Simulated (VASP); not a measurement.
The system is C.

```
C
1.0
     0.00000    1.78337    1.78337
     1.78337    0.00000    1.78337
     1.78337    1.78337    0.00000
C
2
Direct
  0.75000 0.75000 0.75000
  0.50000 0.50000 0.50000
```

This isn't the form of C at room conditions, which is graphite.

Base run:

- Program: VASP 6.6.1
- Functional: M06-L
- Potentials or basis: VASP PAW PBE potentials, release 64 (C)
- Cutoff: 520 eV
- k mesh: 13 × 13 × 13
- Occupations: fermi-dirac, width 0.05 eV
- Spin: no spin polarisation

Its results: band gap on the k mesh 4.61 eV, indirect (least direct gap 6.16 eV); pressure -7.7 GPa.

Q: The run is repeated on the same cell with these changes: functional from M06-L to revTPSS. What comes out?

A: Band gap on the k mesh 4.02 eV, indirect (least direct gap 5.76 eV); pressure -1.6 GPa.

Caveats: the PAW data sets were made with another functional, which shifts forces and pressure a little.

Not every run made on this cell is shown here.
